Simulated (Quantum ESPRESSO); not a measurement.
# Mn (P6_3/mmc) in Quantum ESPRESSO: notebook

Runs on Mn. Level: LDA. Tasks: single point, equation of state.

Everything below comes from runs of Quantum ESPRESSO 7.5. Logs are shortened: lines on timing, memory, paths and dates and some standing lists are left out, and cuts for length are marked.

### Step 1. The structure

It takes space group P6_3/mmc (No. 194, hexagonal). Conventional cell: a = 2.484 Å, b = 2.484 Å, c = 4.026 Å, α = 90.00°, β = 90.00°, γ = 120.00°. Mn (site symmetry -6m2) has 12 Mn at 2.47 to 2.48 Å as nearest neighbours.

This isn't the form of Mn at room conditions, which is a 58-atom cubic cell.

### Step 2. Single point, LDA, collinear spin, ferromagnetic start, 10.11 Å³/atom

File pw.in:

```
&CONTROL
  calculation = 'scf'
  prefix = 'pwscf'
  outdir = './tmp'
  pseudo_dir = './pseudo'
  tstress = .true.
  disk_io = 'nowf'
/
&SYSTEM
  ibrav = 0
  nat = 2
  ntyp = 1
  ecutwfc = 45
  ecutrho = 360
  nbnd = 25
  occupations = 'smearing'
  smearing = 'fd'
  degauss = 0.00367493
  nspin = 2
  starting_magnetization(1) = 0.2667
/
&ELECTRONS
  conv_thr = 4d-10
  electron_maxstep = 120
  mixing_beta = 0.3
/
ATOMIC_SPECIES
Mn    54.9380 mn_lda_v1.5.uspp.F.UPF
CELL_PARAMETERS angstrom
   2.4329448958    0.0000000000    0.0000000000
  -1.2164724479    2.1069920858    0.0000000000
   0.0000000000    0.0000000000    3.9440046930
ATOMIC_POSITIONS crystal
Mn     0.3333333333    0.6666666667    0.2500000000
Mn     0.6666666667    0.3333333333    0.7500000000
K_POINTS automatic
12 12 7 0 0 0
```

Potentials or basis: GBRV 1.5 LDA.

Command:

```sh
$ OMP_NUM_THREADS=1 mpirun -n 2 pw.x -nk 2 -in pw.in > pw.out
```

pw.out:

```text
This program is part of the open-source Quantum ESPRESSO suite
     for quantum simulation of materials; please cite
[... 13 lines left out ...]
     --------------------
     sticks:   dense  smooth     PW     G-vecs:    dense   smooth      PW
     Sum         517     253     85                15681     5599    1087

     Using Slab Decomposition

     bravais-lattice index     =            0
     lattice parameter (alat)  =       4.5976  a.u.
     unit-cell volume          =     136.4361 (a.u.)^3
     number of atoms/cell      =            2
     number of atomic types    =            1
     number of electrons       =        30.00
     number of Kohn-Sham states=           25
     kinetic-energy cutoff     =      45.0000  Ry
     charge density cutoff     =     360.0000  Ry
     scf convergence threshold =      4.0E-10
     mixing beta               =       0.3000
     number of iterations used =            8  plain     mixing
     Exchange-correlation=  SLA  PZ   NOGX NOGC
                           (   1   1   0   0   0   0   0)

     celldm(1)=   4.597600  celldm(2)=   0.000000  celldm(3)=   0.000000
     celldm(4)=   0.000000  celldm(5)=   0.000000  celldm(6)=   0.000000

     crystal axes: (cart. coord. in units of alat)
               a(1) = (   1.000000   0.000000   0.000000 )
               a(2) = (  -0.500000   0.866025   0.000000 )
               a(3) = (   0.000000   0.000000   1.621083 )

     reciprocal axes: (cart. coord. in units 2 pi/alat)
               b(1) = (  1.000000  0.577350 -0.000000 )
               b(2) = (  0.000000  1.154701  0.000000 )
               b(3) = (  0.000000 -0.000000  0.616872 )

     PseudoPot. # 1 for Mn read from file:
     mn_lda_v1.5.uspp.F.UPF
     Pseudo is Ultrasoft + core correction, Zval = 15.0
     Generated by new atomic code, or converted to UPF format
     Using radial grid of  859 points,  6 beta functions with:
                l(1) =   0
                l(2) =   0
                l(3) =   1
                l(4) =   1
                l(5) =   2
                l(6) =   2
     Q(r) pseudized with  8 coefficients,  rinner =    0.950   0.950   0.950
                                                       0.950   0.950

     atomic species   valence    mass     pseudopotential
     Mn               15.00    54.93800     Mn( 1.00)

     Starting magnetic structure
     atomic species   magnetization
     Mn              0.267

     24 Sym. Ops., with inversion, found (12 have fractional translation)

   Cartesian axes

     site n.     atom                  positions (alat units)
         1        Mn     tau(   1) = (  -0.0000000   0.5773503   0.4052707  )
         2        Mn     tau(   2) = (   0.5000000   0.2886751   1.2158120  )

     number of k points=    76  Fermi-Dirac smearing, width (Ry)=  0.0037
                       cart. coord. in units 2pi/alat
        k(    1) = (   0.0000000   0.0000000   0.0000000), wk =   0.0009921
        k(    2) = (   0.0000000   0.0000000   0.0881245), wk =   0.0019841
        k(    3) = (   0.0000000   0.0000000   0.1762491), wk =   0.0019841
        k(    4) = (   0.0000000   0.0000000   0.2643736), wk =   0.0019841
        k(    5) = (   0.0000000   0.0962250   0.0000000), wk =   0.0059524
        k(    6) = (   0.0000000   0.0962250   0.0881245), wk =   0.0119048
[... 68 lines left out ...]
        k(   75) = (   0.3333333   0.5773503   0.1762491), wk =   0.0039683
        k(   76) = (   0.3333333   0.5773503   0.2643736), wk =   0.0039683

     Dense  grid:    15681 G-vectors     FFT dimensions: (  27,  27,  48)

     Smooth grid:     5599 G-vectors     FFT dimensions: (  20,  20,  32)

     Check: negative core charge=   -0.000029
     Generating pointlists ...
     new r_m :   0.4105 (alat units)  1.8873 (a.u.) for type    1

     Initial potential from superposition of free atoms

     starting charge      28.9999, renormalised to      30.0000
     Starting wfcs are   26 randomized atomic wfcs

     Self-consistent Calculation

     iteration #  1     ecut=    45.00 Ry     beta= 0.30
     Davidson diagonalization with overlap
     ethr =  1.00E-02,  avg # of iterations =  5.0

     total energy              =    -421.88254541 Ry
     estimated scf accuracy    <       2.66709271 Ry

     total magnetization       =     2.70 Bohr mag/cell
     absolute magnetization    =     2.74 Bohr mag/cell

     iteration #  2     ecut=    45.00 Ry     beta= 0.30
     Davidson diagonalization with overlap
     ethr =  8.89E-03,  avg # of iterations =  1.9

     total energy              =    -422.27882506 Ry
     estimated scf accuracy    <       0.10280816 Ry

     total magnetization       =     3.78 Bohr mag/cell
     absolute magnetization    =     3.79 Bohr mag/cell

     iteration #  3     ecut=    45.00 Ry     beta= 0.30
     Davidson diagonalization with overlap
     ethr =  3.43E-04,  avg # of iterations =  2.3

     total energy              =    -422.32575667 Ry
     estimated scf accuracy    <       0.06839667 Ry

     total magnetization       =     3.29 Bohr mag/cell
     absolute magnetization    =     3.30 Bohr mag/cell

     iteration #  4     ecut=    45.00 Ry     beta= 0.30
     Davidson diagonalization with overlap
     ethr =  2.28E-04,  avg # of iterations =  1.4

     total energy              =    -422.38099946 Ry
     estimated scf accuracy    <       0.02258390 Ry

     total magnetization       =     1.45 Bohr mag/cell
     absolute magnetization    =     1.47 Bohr mag/cell

     iteration #  5     ecut=    45.00 Ry     beta= 0.30
     Davidson diagonalization with overlap
     ethr =  7.53E-05,  avg # of iterations =  1.9

     total energy              =    -422.36711346 Ry
     estimated scf accuracy    <       0.01148083 Ry

     total magnetization       =     0.72 Bohr mag/cell
     absolute magnetization    =     0.73 Bohr mag/cell

     iteration #  6     ecut=    45.00 Ry     beta= 0.30
     Davidson diagonalization with overlap
     ethr =  3.83E-05,  avg # of iterations =  1.6

     total energy              =    -422.39066550 Ry
     estimated scf accuracy    <       0.00296337 Ry

     total magnetization       =    -0.56 Bohr mag/cell
     absolute magnetization    =     0.56 Bohr mag/cell

     iteration #  7     ecut=    45.00 Ry     beta= 0.30
     Davidson diagonalization with overlap
     ethr =  9.88E-06,  avg # of iterations =  2.0

     total energy              =    -422.39709572 Ry
     estimated scf accuracy    <       0.00053160 Ry

     total magnetization       =     0.11 Bohr mag/cell
     absolute magnetization    =     0.12 Bohr mag/cell

     iteration #  8     ecut=    45.00 Ry     beta= 0.30
     Davidson diagonalization with overlap
     ethr =  1.77E-06,  avg # of iterations =  2.1

     total energy              =    -422.39569365 Ry
     estimated scf accuracy    <       0.00086960 Ry

     total magnetization       =     0.26 Bohr mag/cell
     absolute magnetization    =     0.26 Bohr mag/cell

     iteration #  9     ecut=    45.00 Ry     beta= 0.30
     Davidson diagonalization with overlap
     ethr =  1.77E-06,  avg # of iterations =  2.0

     total energy              =    -422.39842412 Ry
     estimated scf accuracy    <       0.00021764 Ry

     total magnetization       =    -0.12 Bohr mag/cell
     absolute magnetization    =     0.12 Bohr mag/cell

     iteration # 10     ecut=    45.00 Ry     beta= 0.30
     Davidson diagonalization with overlap
     ethr =  7.25E-07,  avg # of iterations =  1.1

     total energy              =    -422.39849743 Ry
     estimated scf accuracy    <       0.00003866 Ry

     total magnetization       =    -0.05 Bohr mag/cell
     absolute magnetization    =     0.05 Bohr mag/cell

     iteration # 11     ecut=    45.00 Ry     beta= 0.30
     Davidson diagonalization with overlap
     ethr =  1.29E-07,  avg # of iterations =  2.0

     total energy              =    -422.39856102 Ry
     estimated scf accuracy    <       0.00000185 Ry

     total magnetization       =     0.01 Bohr mag/cell
     absolute magnetization    =     0.01 Bohr mag/cell

     iteration # 12     ecut=    45.00 Ry     beta= 0.30
     Davidson diagonalization with overlap
     ethr =  6.18E-09,  avg # of iterations =  1.6

     total energy              =    -422.39856257 Ry
     estimated scf accuracy    <       0.00000005 Ry

     total magnetization       =    -0.00 Bohr mag/cell
     absolute magnetization    =     0.00 Bohr mag/cell

     iteration # 13     ecut=    45.00 Ry     beta= 0.30
     Davidson diagonalization with overlap
     ethr =  1.67E-10,  avg # of iterations =  1.6

     total energy              =    -422.39856259 Ry
     estimated scf accuracy    <          4.7E-09 Ry

     total magnetization       =    -0.00 Bohr mag/cell
     absolute magnetization    =     0.00 Bohr mag/cell

     iteration # 14     ecut=    45.00 Ry     beta= 0.30
     Davidson diagonalization with overlap
     ethr =  1.57E-11,  avg # of iterations =  2.0

     total energy              =    -422.39856259 Ry
     estimated scf accuracy    <          4.3E-10 Ry

     total magnetization       =     0.00 Bohr mag/cell
     absolute magnetization    =     0.00 Bohr mag/cell

     iteration # 15     ecut=    45.00 Ry     beta= 0.30
     Davidson diagonalization with overlap
     ethr =  1.43E-12,  avg # of iterations =  1.5

     Magnetic moment per site  (integrated on atomic sphere of radius R)
     atom   1 (R=0.410)  charge= 13.3888  magn=  0.0000
     atom   2 (R=0.410)  charge= 13.3888  magn=  0.0000

     End of self-consistent calculation

     Number of k-points >= 100: set verbosity='high' to print the bands.

     the Fermi energy is    21.1241 ev

!    total energy              =    -422.39856259 Ry
     estimated scf accuracy    <          7.3E-11 Ry
     smearing contrib. (-TS)   =      -0.00148363 Ry
     internal energy E=F+TS    =    -422.39707896 Ry

     The total energy is F=E-TS. E is the sum of the following terms:
     one-electron contribution =    -144.31850309 Ry
     hartree contribution      =      92.50662409 Ry
     xc contribution           =     -52.50949512 Ry
     ewald contribution        =    -318.07570484 Ry

     total magnetization       =     0.00 Bohr mag/cell
     absolute magnetization    =     0.00 Bohr mag/cell

     convergence has been achieved in  15 iterations

     Computing stress (Cartesian axis) and pressure

          total   stress  (Ry/bohr**3)                   (kbar)     P=      -20.91
  -0.00011712   0.00000000   0.00000000          -17.23        0.00        0.00
   0.00000000  -0.00011712   0.00000000            0.00      -17.23        0.00
   0.00000000   0.00000000  -0.00019229            0.00        0.00      -28.29

=------------------------------------------------------------------------------=
   JOB DONE.
=------------------------------------------------------------------------------=
```

It took 17 s on 2 MPI ranks of Intel Xeon Platinum 8488C (Sapphire Rapids), shared host; peak memory 0.2 GiB.

What came out:

| Property | Result |
| --- | --- |
| Free energy | -5747.0252 eV |
| Pressure | -2.1 GPa |
| Band gap on the k mesh | none (metal or under the smearing width) |
| Net moment | 0.00 μB per cell |
| Absolute moment | 0.00 μB per cell |
| Valence electrons inside the program's atomic spheres | Mn 13.39 |

Caveat: the starting moments collapsed, and a magnetic state may lie lower.

### Step 3. Single point, LDA, collinear spin, ferromagnetic start, 10.32 Å³/atom

Edit pw.in of step 2 so:

```diff
@@ -29,5 +29,5 @@
 CELL_PARAMETERS angstrom
-   2.4329448958    0.0000000000    0.0000000000
-  -1.2164724479    2.1069920858    0.0000000000
-   0.0000000000    0.0000000000    3.9440046930
+   2.4500788750    0.0000000000    0.0000000000
+  -1.2250394376    2.1218305471    0.0000000000
+   0.0000000000    0.0000000000    3.9717802890
 ATOMIC_POSITIONS crystal
```

Potentials or basis: GBRV 1.5 LDA.

Command:

```sh
$ OMP_NUM_THREADS=1 mpirun -n 2 pw.x -nk 2 -in pw.in > pw.out
```

Wall time 18 s (2 MPI ranks of Intel Xeon Platinum 8488C (Sapphire Rapids), shared host); peak memory 0.2 GiB.

It converged, with:

```
Free energy                                           : -5747.0117 eV
Pressure                                              : -8.6 GPa
Band gap on the k mesh                                : none (metal or under the smearing width)
Net moment                                            : 0.00 μB per cell
Absolute moment                                       : 0.00 μB per cell
Valence electrons inside the program's atomic spheres : Mn 13.40
```

Caveat: the starting moments collapsed, and a magnetic state may lie lower.

### Step 4. Single point, LDA, collinear spin, ferromagnetic start, 10.54 Å³/atom

Edit pw.in of step 3 so:

```diff
@@ -29,5 +29,5 @@
 CELL_PARAMETERS angstrom
-   2.4500788750    0.0000000000    0.0000000000
-  -1.2250394376    2.1218305471    0.0000000000
-   0.0000000000    0.0000000000    3.9717802890
+   2.4669765047    0.0000000000    0.0000000000
+  -1.2334882524    2.1364643236    0.0000000000
+   0.0000000000    0.0000000000    3.9991727429
 ATOMIC_POSITIONS crystal
```

Command:

```sh
$ OMP_NUM_THREADS=1 mpirun -n 2 pw.x -nk 2 -in pw.in > pw.out
```

Wall time 20 s (2 MPI ranks of Intel Xeon Platinum 8488C (Sapphire Rapids), shared host); peak memory 0.2 GiB.

Results (log left out):

| Property | Result |
| --- | --- |
| Free energy | -5746.9817 eV |
| Pressure | -14.4 GPa |
| Band gap on the k mesh | none (metal or under the smearing width) |
| Net moment | 0.00 μB per cell |
| Absolute moment | 0.00 μB per cell |
| Valence electrons inside the program's atomic spheres | Mn 13.42 |

Caveat: the starting moments collapsed, and a magnetic state may lie lower.

### Step 5. Single point, LDA, collinear spin, ferromagnetic start, 10.75 Å³/atom

Edit pw.in of step 4 so:

```diff
@@ -29,5 +29,5 @@
 CELL_PARAMETERS angstrom
-   2.4669765047    0.0000000000    0.0000000000
-  -1.2334882524    2.1364643236    0.0000000000
-   0.0000000000    0.0000000000    3.9991727429
+   2.4836457705    0.0000000000    0.0000000000
+  -1.2418228853    2.1509003313    0.0000000000
+   0.0000000000    0.0000000000    4.0261950000
 ATOMIC_POSITIONS crystal
```

Command:

```sh
$ OMP_NUM_THREADS=1 mpirun -n 2 pw.x -nk 2 -in pw.in > pw.out
```

It took 30 s on 2 MPI ranks of Intel Xeon Platinum 8488C (Sapphire Rapids), shared host; peak memory 0.2 GiB.

Results (log left out):

- Free energy: -5746.9369 eV
- Pressure: -19.6 GPa
- Band gap on the k mesh: none (metal or under the smearing width)
- Net moment: 0.00 μB per cell
- Absolute moment: 0.00 μB per cell
- Valence electrons inside the program's atomic spheres: Mn 13.43

Caveat: the starting moments collapsed, and a magnetic state may lie lower.

### Step 6. Single point, LDA, collinear spin, ferromagnetic start, 10.97 Å³/atom

Edit pw.in of step 5 so:

```diff
@@ -29,5 +29,5 @@
 CELL_PARAMETERS angstrom
-   2.4836457705    0.0000000000    0.0000000000
-  -1.2418228853    2.1509003313    0.0000000000
-   0.0000000000    0.0000000000    4.0261950000
+   2.5000942351    0.0000000000    0.0000000000
+  -1.2500471176    2.1651451195    0.0000000000
+   0.0000000000    0.0000000000    4.0528593201
 ATOMIC_POSITIONS crystal
```

Potentials or basis: GBRV 1.5 LDA.

Command:

```sh
$ OMP_NUM_THREADS=1 mpirun -n 2 pw.x -nk 2 -in pw.in > pw.out
```

It took 29 s on 2 MPI ranks of Intel Xeon Platinum 8488C (Sapphire Rapids), shared host; peak memory 0.2 GiB.

The run converged. Its results:

| Item | Value |
| --- | --- |
| Free energy | -5746.8790 eV |
| Pressure | -24.2 GPa |
| Band gap on the k mesh | none (metal or under the smearing width) |
| Net moment | 0.00 μB per cell |
| Absolute moment | 0.00 μB per cell |
| Valence electrons inside the program's atomic spheres | Mn 13.45 |

Caveat: the starting moments collapsed, and a magnetic state may lie lower.

### Step 7. Single point, LDA, collinear spin, ferromagnetic start, 11.18 Å³/atom

Edit pw.in of step 6 so:

```diff
@@ -29,5 +29,5 @@
 CELL_PARAMETERS angstrom
-   2.5000942351    0.0000000000    0.0000000000
-  -1.2500471176    2.1651451195    0.0000000000
-   0.0000000000    0.0000000000    4.0528593201
+   2.5163290681    0.0000000000    0.0000000000
+  -1.2581645341    2.1792048973    0.0000000000
+   0.0000000000    0.0000000000    4.0791773259
 ATOMIC_POSITIONS crystal
```

Command:

```sh
$ OMP_NUM_THREADS=1 mpirun -n 2 pw.x -nk 2 -in pw.in > pw.out
```

Wall time 33 s (2 MPI ranks of Intel Xeon Platinum 8488C (Sapphire Rapids), shared host); peak memory 0.2 GiB.

The run converged. Its results:

* Free energy: -5746.8095 eV
* Pressure: -28.3 GPa
* Band gap on the k mesh: none (metal or under the smearing width)
* Net moment: 0.00 μB per cell
* Absolute moment: 0.00 μB per cell
* Valence electrons inside the program's atomic spheres: Mn 13.46

Caveat: the starting moments collapsed, and a magnetic state may lie lower.

### Step 8. Single point, LDA, collinear spin, ferromagnetic start, 11.40 Å³/atom

Edit pw.in of step 7 so:

```diff
@@ -29,5 +29,5 @@
 CELL_PARAMETERS angstrom
-   2.5163290681    0.0000000000    0.0000000000
-  -1.2581645341    2.1792048973    0.0000000000
-   0.0000000000    0.0000000000    4.0791773259
+   2.5323570740    0.0000000000    0.0000000000
+  -1.2661785370    2.1930855575    0.0000000000
+   0.0000000000    0.0000000000    4.1051600476
 ATOMIC_POSITIONS crystal
```

Command:

```sh
$ OMP_NUM_THREADS=1 mpirun -n 2 pw.x -nk 2 -in pw.in > pw.out
```

Run time: 32 s. Hardware: 2 MPI ranks of Intel Xeon Platinum 8488C (Sapphire Rapids), shared host; peak memory 0.2 GiB.

It converged, with:

| Item | Value |
| --- | --- |
| Free energy | -5746.7296 eV |
| Pressure | -31.9 GPa |
| Band gap on the k mesh | none (metal or under the smearing width) |
| Net moment | 0.00 μB per cell |
| Absolute moment | 0.00 μB per cell |
| Valence electrons inside the program's atomic spheres | Mn 13.48 |

Caveat: the cell as given lies far from equilibrium; the starting moments collapsed, and a magnetic state may lie lower.

### Step 9. Equation of state, LDA, collinear spin, ferromagnetic start

Potentials or basis: GBRV 1.5 LDA.

No new run: the results of the series are fitted here.

What came out:

```yaml
Equilibrium_volume: "10.06 Å³/atom (rough: see the caveat)"
Bulk_modulus_at_fixed_shape_and_positions: 332 GPa (rough)
```

Energy against volume, from the lowest point:
| volume (Å³/atom) | energy (meV/atom) |
| --- | --- |
| 10.109 | 0.00 |
| 10.324 | 6.76 |
| 10.539 | 21.75 |
| 10.754 | 44.14 |
| 10.969 | 73.08 |
| 11.184 | 107.85 |
| 11.399 | 147.82 |

Caveat: the minimum lies outside the volumes run; the cell was scaled at fixed shape and fractional positions, which overstates the stiffness of a crystal with free parameters, most of all of layers and chains.
